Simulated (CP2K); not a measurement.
# TiO2 (P4_2/mnm) in CP2K: band structure with revPBE

Aim: the band structure of TiO2 with revPBE.

Program: CP2K 2026.2. These are calculated values, not measurements. Logs are shortened: lines on timing, memory, paths and dates and some standing lists are left out, and cuts for length are marked.

**The experiment to reproduce.**

From “Shallow Valence Band of Rutile GeO2 and P-type Doping”, 2020, arxiv:2011.08928, for a bulk crystal of TiO2 at 1.6 K: band gap 3.03 eV (direct).

The results are compared with them further down.

## 1. The structure

The structure is tetragonal, space group P4_2/mnm (No. 136). The conventional cell has a = 4.600 Å, b = 4.600 Å, c = 2.959 Å, α = 90.00°, β = 90.00°, γ = 90.00°. Ti (site symmetry mmm) is surrounded by 6 O at 1.95 to 1.98 Å. Around O (site symmetry m2m) lie 3 Ti at 1.95 to 1.98 Å.

The cell is a database's computed one.

## 2. Band structure, revPBE

Contents of tio2_bands.inp:

```
&GLOBAL
  PROJECT tio2_bands
  RUN_TYPE ENERGY_FORCE
  PRINT_LEVEL LOW
&END GLOBAL
&FORCE_EVAL
  METHOD QS
  STRESS_TENSOR ANALYTICAL
  &DFT
    BASIS_SET_FILE_NAME BASIS_MOLOPT_UZH
    POTENTIAL_FILE_NAME POTENTIAL_UZH
    &MGRID
      CUTOFF 600
      REL_CUTOFF 60
      NGRIDS 5
    &END MGRID
    &QS
      METHOD GPW
      EPS_DEFAULT 1.0E-10
    &END QS
    &KPOINTS
      SCHEME MONKHORST-PACK 6 6 9
      GAMMA_CENTERED T
      SYMMETRY T
      SYMMETRY_BACKEND SPGLIB
    &END KPOINTS
    &SCF
      SCF_GUESS ATOMIC
      EPS_SCF 1.0E-6
      MAX_SCF 100
      ADDED_MOS 24
      CHOLESKY OFF
      EPS_EIGVAL 1.0E-7
      &DIAGONALIZATION ON
        ALGORITHM STANDARD
      &END DIAGONALIZATION
      &MIXING ON
        METHOD BROYDEN_MIXING
        ALPHA 0.4
        BETA 1.5
        NBUFFER 8
      &END MIXING
      &SMEAR ON
        METHOD FERMI_DIRAC
        ELECTRONIC_TEMPERATURE [K] 580.226
      &END SMEAR
    &END SCF
    &XC
      &XC_FUNCTIONAL
        &GGA_X_PBE_R
        &END GGA_X_PBE_R
        &GGA_C_PBE
        &END GGA_C_PBE
      &END XC_FUNCTIONAL
    &END XC
    &PRINT
      &KPOINTS ON
      &END KPOINTS
      &MULLIKEN ON
      &END MULLIKEN
      &MO ON
        ENERGIES T
        OCCUPATION_NUMBERS T
        &EACH
          QS_SCF 0
        &END EACH
        ADD_LAST NUMERIC
      &END MO
      &LOWDIN ON
      &END LOWDIN
      &HIRSHFELD ON
        SHAPE_FUNCTION DENSITY
      &END HIRSHFELD
      &BAND_STRUCTURE
        FILE_NAME bands.bs
        ADDED_MOS 4
        &KPOINT_SET
          UNITS B_VECTOR
          NPOINTS 8
          SPECIAL_POINT GAMMA 0.00000000 0.00000000 0.00000000
          SPECIAL_POINT X 0.00000000 0.50000000 0.00000000
          SPECIAL_POINT M 0.50000000 0.50000000 0.00000000
          SPECIAL_POINT GAMMA 0.00000000 0.00000000 0.00000000
          SPECIAL_POINT Z 0.00000000 0.00000000 0.50000000
          SPECIAL_POINT R 0.00000000 0.50000000 0.50000000
          SPECIAL_POINT A 0.50000000 0.50000000 0.50000000
          SPECIAL_POINT Z 0.00000000 0.00000000 0.50000000
        &END KPOINT_SET
        &KPOINT_SET
          UNITS B_VECTOR
          NPOINTS 8
          SPECIAL_POINT X 0.00000000 0.50000000 0.00000000
          SPECIAL_POINT R 0.00000000 0.50000000 0.50000000
        &END KPOINT_SET
        &KPOINT_SET
          UNITS B_VECTOR
          NPOINTS 8
          SPECIAL_POINT M 0.50000000 0.50000000 0.00000000
          SPECIAL_POINT A 0.50000000 0.50000000 0.50000000
        &END KPOINT_SET
      &END BAND_STRUCTURE
    &END PRINT
  &END DFT
  &SUBSYS
    &CELL
      A 4.5998373239 0.0000000000 0.0000000000
      B 0.0000000000 4.5998373239 0.0000000000
      C 0.0000000000 0.0000000000 2.9592135600
      PERIODIC XYZ
    &END CELL
    &COORD
      Ti  0.0000000000 0.0000000000 1.4796067800
      Ti  2.2999186620 2.2999186620 0.0000000000
      O   1.3998285662 1.3998285662 1.4796067800
      O   0.9000900958 3.6997472281 0.0000000000
      O   3.6997472281 0.9000900958 0.0000000000
      O   3.2000087577 3.2000087577 1.4796067800
    &END COORD
    &KIND Ti
      BASIS_SET TZVP-MOLOPT-PBE-GTH-q12
      POTENTIAL GTH-PBE-q12
    &END KIND
    &KIND O
      BASIS_SET TZVP-MOLOPT-PBE-GTH-q6
      POTENTIAL GTH-PBE-q6
    &END KIND
    &PRINT
      &ATOMIC_COORDINATES ON
      &END ATOMIC_COORDINATES
      &CELL ON
      &END CELL
    &END PRINT
  &END SUBSYS
  &PRINT
    &FORCES ON
    &END FORCES
    &STRESS_TENSOR ON
    &END STRESS_TENSOR
  &END PRINT
&END FORCE_EVAL
```

Potentials or basis: POTENTIAL_UZH Ti GTH-PBE-q12, O GTH-PBE-q6; TZVP-MOLOPT-PBE-GTH basis.

Run with:

```sh
> OMP_NUM_THREADS=1 cp2k.psmp -i tio2_bands.inp -o tio2_bands.out
```

tio2_bands.out:

```text

 CP2K| version string:                                       CP2K version 2026.2
 CP2K| Input file name                                            tio2_bands.inp

 GLOBAL| Force Environment number                                              1
 GLOBAL| Basis set file name                                    BASIS_MOLOPT_UZH
 GLOBAL| Potential file name                                       POTENTIAL_UZH
 GLOBAL| MM Potential file name                                     MM_POTENTIAL
 GLOBAL| Coordinate file name                                      __STD_INPUT__
 GLOBAL| Method name                                                        CP2K
 GLOBAL| Project name                                                 tio2_bands
 GLOBAL| Run type                                                   ENERGY_FORCE
 GLOBAL| FFT library                                                       FFTW3
[... 6 lines left out ...]
 GLOBAL| Total number of message passing processes                             1
 GLOBAL| Number of threads for this process                                    1
 GLOBAL| CPU model name                          AMD EPYC 9R45 96-Core Processor

 CELL| Volume [angstrom^3]:                                            62.612530
 CELL| Vector a [angstrom]:       4.600     0.000     0.000   |a| =     4.599837
 CELL| Vector b [angstrom]:       0.000     4.600     0.000   |b| =     4.599837
 CELL| Vector c [angstrom]:       0.000     0.000     2.959   |c| =     2.959214
 CELL| Angle (b,c), alpha [degree]:                                    90.000000
 CELL| Angle (a,c), beta  [degree]:                                    90.000000
 CELL| Angle (a,b), gamma [degree]:                                    90.000000
 CELL| Numerically orthorhombic:                                             YES
 CELL| Periodicity                                                           XYZ

 CELL_REF| Volume [angstrom^3]:                                        62.612530
 CELL_REF| Vector a [angstrom     4.600     0.000     0.000   |a| =     4.599837
 CELL_REF| Vector b [angstrom     0.000     4.600     0.000   |b| =     4.599837
 CELL_REF| Vector c [angstrom     0.000     0.000     2.959   |c| =     2.959214
 CELL_REF| Angle (b,c), alpha [degree]:                                90.000000
 CELL_REF| Angle (a,c), beta  [degree]:                                90.000000
 CELL_REF| Angle (a,b), gamma [degree]:                                90.000000
 CELL_REF| Numerically orthorhombic:                                         YES
 CELL_REF| Periodicity                                                       XYZ

[... 9 lines left out ...]

  Total number of            - Atomic kinds:                                   2
                             - Atoms:                                          6
                             - Shell sets:                                     6
                             - Shells:                                        50
                             - Primitive Cartesian functions:                 32
                             - Cartesian basis functions:                    154
                             - Spherical basis functions:                    138

  Maximum angular momentum of- Orbital basis functions:                        3
                             - Local part of the GTH pseudopotential:          2
                             - Non-local part of the GTH pseudopotential:      3

 MODULE QUICKSTEP: ATOMIC COORDINATES IN ANGSTROM

   Atom Kind Element         X             Y             Z       Z(eff)     Mass
      1    1 Ti   22      0.000000      0.000000      1.479607  12.0000  47.8670
      2    1 Ti   22      2.299919      2.299919      0.000000  12.0000  47.8670
      3    2 O     8      1.399829      1.399829      1.479607   6.0000  15.9994
      4    2 O     8      0.900090      3.699747      0.000000   6.0000  15.9994
      5    2 O     8      3.699747      0.900090      0.000000   6.0000  15.9994
      6    2 O     8      3.200009      3.200009      1.479607   6.0000  15.9994

 SCF PARAMETERS         Density guess:                                    ATOMIC
                        --------------------------------------------------------
                        max_scf:                                             100
[... 7 lines left out ...]
                        --------------------------------------------------------
                        level_shift [a.u.]:                             0.000000
                        added MOs                                        24    0
                        --------------------------------------------------------
[... 101 lines left out ...]
  Total charge density on r-space grids:       -0.0000000009
  Total charge density g-space grids:          -0.0000000009

  Overlap energy of the core charge distribution:               0.00000000000007
  Self energy of the core charge distribution:               -379.41886684737688
  Core Hamiltonian energy:                                    101.32732218517690
  Hartree energy:                                             126.21602747786292
  Exchange-correlation energy:                                -28.85310940850786
  Electronic entropic energy:                                  -0.00000000002443
  Fermi energy:                                                 0.29863688204301

  Total energy:                                              -180.72862659286926
  Total energy (extrapolated to T->0):                       -180.72862659285704

 MO| EIGENVALUES AND OCCUPATION NUMBERS FOR K POINT 1
 MO|
 MO|  Index      Eigenvalue [a.u.]        Eigenvalue [eV]             Occupation
 MO|      1              -1.828001             -49.742449               2.000000
 MO|      2              -1.827973             -49.741679               2.000000
 MO|      3              -0.967364             -26.323317               2.000000
 MO|      4              -0.967129             -26.316930               2.000000
 MO|      5              -0.954305             -25.967947               2.000000
 MO|      6              -0.953861             -25.955876               2.000000
[... 745 lines left out ...]
 MO|     47               1.150163              31.297523               0.000000
 MO|     48               1.162182              31.624580               0.000000
 MO| Sum:                                                              48.000000
 MO| E(Fermi):            0.298637 a.u.          8.126323 eV

 [... the levels of further k-points ...]

 !-----------------------------------------------------------------------------!
                     Mulliken Population Analysis

 #  Atom  Element  Kind  Atomic population                           Net charge
       1     Ti       1         10.565684                              1.434316
       2     Ti       1         10.565693                              1.434307
       3     O        2          6.717156                             -0.717156
       4     O        2          6.717155                             -0.717155
       5     O        2          6.717155                             -0.717155
       6     O        2          6.717156                             -0.717156
 # Total charge                             48.000000                 -0.000000

 !-----------------------------------------------------------------------------!

 !-----------------------------------------------------------------------------!
                           Hirshfeld Charges

  #Atom  Element  Kind  Ref Charge     Population                    Net charge
      1       Ti     1      12.000         11.423                         0.577
      2       Ti     1      12.000         11.423                         0.577
      3       O      2       6.000          6.289                        -0.289
      4       O      2       6.000          6.289                        -0.289
      5       O      2       6.000          6.289                        -0.289
      6       O      2       6.000          6.289                        -0.289

  Total Charge                                                           -0.000
 !-----------------------------------------------------------------------------!

 LOWDIN POPULATION ANALYSIS

 #  Atom  Element  Kind  Atomic population                           Net charge
       1     Ti       1         13.190131                             -1.190131
       2     Ti       1         13.179341                             -1.179341
       3     O        2          5.401074                              0.598926
       4     O        2          5.414190                              0.585810
       5     O        2          5.414190                              0.585810
       6     O        2          5.401074                              0.598926
 # Total charge                             48.000000                 -0.000000

 KPOINTS| Band Structure Calculation
 KPOINTS| Number of k-point sets                                               3
 KPOINTS| Number of added MOs/bands                                            4
 KPOINTS| Number of k-points in set    1                                      57
 KPOINTS| In units of b-vector [2pi/Bohr]
 KPOINTS| Special point     1       GAMMA     0.000000     0.000000     0.000000
 KPOINTS| Special point     2           X     0.000000     0.500000     0.000000
 KPOINTS| Special point     3           M     0.500000     0.500000     0.000000
 KPOINTS| Special point     4       GAMMA     0.000000     0.000000     0.000000
 KPOINTS| Special point     5           Z     0.000000     0.000000     0.500000
 KPOINTS| Special point     6           R     0.000000     0.500000     0.500000
 KPOINTS| Special point     7           A     0.500000     0.500000     0.500000
 KPOINTS| Special point     8           Z     0.000000     0.000000     0.500000
 KPOINTS| Number of k-points in set    2                                       9
 KPOINTS| In units of b-vector [2pi/Bohr]
 KPOINTS| Special point     1           X     0.000000     0.500000     0.000000
 KPOINTS| Special point     2           R     0.000000     0.500000     0.500000
 KPOINTS| Number of k-points in set    3                                       9
 KPOINTS| In units of b-vector [2pi/Bohr]
 KPOINTS| Special point     1           M     0.500000     0.500000     0.000000
 KPOINTS| Special point     2           A     0.500000     0.500000     0.500000

 ENERGY| Total FORCE_EVAL ( QS ) energy [hartree]           -180.728631782023342

 FORCES| Atomic forces [hartree/bohr]
 FORCES|   Atom     x               y               z               |f|
 FORCES|      1 -4.96681200E-10  1.53912573E-09  5.04345509E-12   1.61728960E-09
 FORCES|      2 -3.99438161E-11  6.78617002E-10  2.47669609E-10   7.23503130E-10
 FORCES|      3  8.49850059E-04  8.49849499E-04 -4.83009241E-11   1.20186908E-03
 FORCES|      4 -1.02937591E-03  1.02937575E-03  5.54490877E-10   1.45575726E-03
 FORCES|      5  1.02937659E-03 -1.02937675E-03  5.54581972E-10   1.45575844E-03
 FORCES|      6 -8.49849540E-04 -8.49850100E-04 -4.66088242E-11   1.20186914E-03
 FORCES| Sum     6.58709677E-10  6.25122224E-10  1.26687617E-09
 FORCES| Total atomic force                                       1.55873393E-09

 STRESS| Analytical stress tensor [bar]
 STRESS|                        x                   y                   z
 STRESS|      x        8.32290714798E+04   1.94313580658E+00   1.17330648145E-04
 STRESS|      y        1.94313580658E+00   8.32290714797E+04   1.17435143898E-04
 STRESS|      z        1.17330648145E-04   1.17435143898E-04   8.33899912978E+04
 STRESS| 1/3 Trace                                             8.32827114191E+04
 STRESS| Determinant                                           5.77649002125E+14

 STRESS| Eigenvectors and eigenvalues of the analytical stress tensor [bar]
 STRESS|                        1                   2                   3
 STRESS| Eigenvalues   8.32271283439E+04   8.32310146155E+04   8.33899912978E+04
 STRESS|      x          -0.707106777586      0.707106784787      0.000000738045
 STRESS|      y           0.707106784787      0.707106777585      0.000000738686
 STRESS|      z          -0.000000000454     -0.000001044206      0.999999999999
```

Run time: 65 s. Hardware: 1 thread of AMD EPYC 9R45 (Zen 5), shared host; peak memory 0.72 GiB.

Results:

```
Free energy             : -4917.8762 eV
Pressure                : 8.3 GPa
Largest force           : 0.075 eV/Å
Band gap on the k mesh  : 1.82 eV, direct
Band gap along the path : 1.82 eV, direct
Mulliken charges        : Ti +1.43; O -0.72 e
Hirshfeld charges       : Ti +0.58; O -0.29 e
```

Forces in eV/Å, atoms in the order of the input:
```
Ti   0.000  0.000  0.000
Ti   0.000  0.000  0.000
O    0.044  0.044  0.000
O   -0.053  0.053  0.000
O    0.053 -0.053  0.000
O   -0.044 -0.044  0.000
```

Levels at the corners of the path, in eV from the valence-band top:
```tsv
point	band 21	band 22	band 23	band 24	band 25	band 26	band 27	band 28
Γ	-0.75	-0.49	-0.49	0.00	1.82	2.11	2.36	2.43
X	-1.68	-1.67	-0.74	-0.74	2.49	2.49	2.96	2.96
M	-1.34	-1.34	-1.11	-1.11	1.85	1.85	2.46	2.46
Γ	-0.75	-0.49	-0.49	0.00	1.82	2.11	2.36	2.43
Z	-2.34	-2.34	-1.43	-1.43	2.92	2.92	3.11	3.11
R	-2.04	-2.04	-1.04	-1.04	1.87	1.87	3.14	3.14
A	-1.29	-1.29	-0.69	-0.69	2.56	2.56	3.16	3.16
Z	-2.34	-2.34	-1.43	-1.43	2.92	2.92	3.11	3.11
X	-1.68	-1.67	-0.74	-0.74	2.49	2.49	2.96	2.96
R	-2.04	-2.04	-1.04	-1.04	1.87	1.87	3.14	3.14
M	-1.34	-1.34	-1.11	-1.11	1.85	1.85	2.46	2.46
A	-1.29	-1.29	-0.69	-0.69	2.56	2.56	3.16	3.16
```

Caveat: Mulliken charges move with the basis; the potentials were made for another functional, which shifts forces and pressure; the basis of atomic orbitals isn't converged, which shifts pressures, moduli and gaps.

## 3. Against experiment

Step 2. Against the measured gap of TiO2, 3.03 eV (direct; 1.6 K; quoted in “Shallow Valence Band of Rutile GeO2 and P-type Doping”, 2020, arxiv:2011.08928), the calculated 1.82 eV is off by -1.21 eV. 2 values of this kind are on record in papers (3.03 to 3.05 eV); this one was drawn at random among those near their median. The value is that of revPBE in an atomic basis (POTENTIAL_UZH Ti GTH-PBE-q12, O GTH-PBE-q6; TZVP-MOLOPT-PBE-GTH basis), whose error adds to the functional's,, without temperature or zero-point motion. Semilocal functionals fall short of measured gaps as a rule. The cell is a database's relaxed one, not the measured one, which moves gaps too.
